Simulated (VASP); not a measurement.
A run of VASP 6.6.1:

Contents of INCAR:

```
ALGO = Normal
EDIFF = 1E-6
EDIFFG = -0.05
ENCUT = 600
GGA = CA
IBRION = 2
ISIF = 3
ISMEAR = 0
LASPH = True
LCHARG = False
LREAL = False
LWAVE = False
NELM = 100
NSW = 100
PREC = Accurate
SIGMA = 0.1
```

KPOINTS

```
k-points
0
Gamma
  8 8 8
```

File POSCAR:

```
AlN
1.0
    0.0000000000      2.0345180000      2.0345180000
    2.0345180000      0.0000000000      2.0345180000
    2.0345180000      2.0345180000      0.0000000000
Al N
1 1
Direct
    0.5000000000      0.5000000000      0.5000000000
    0.0000000000      0.0000000000      0.0000000000
```

Potentials or basis: VASP PAW LDA potentials, release 64 (Al, N).

The run is started by

```bash
$ cat potpaw_LDA.64/Al/POTCAR potpaw_LDA.64/N/POTCAR > POTCAR
$ mpirun -np 1 vasp_std > vasp.out
```

Hardware: 1 thread of Intel(R) Xeon(R) 6975P-C (Granite Rapids) (shared host).

Q: How long does it take, and how much memory?

A: Run time: 3 s on 1 thread of Intel(R) Xeon(R) 6975P-C (Granite Rapids) (shared host), peak memory 0.13 GiB. Counts: scf iterations 22, k points 29, ion steps 3.
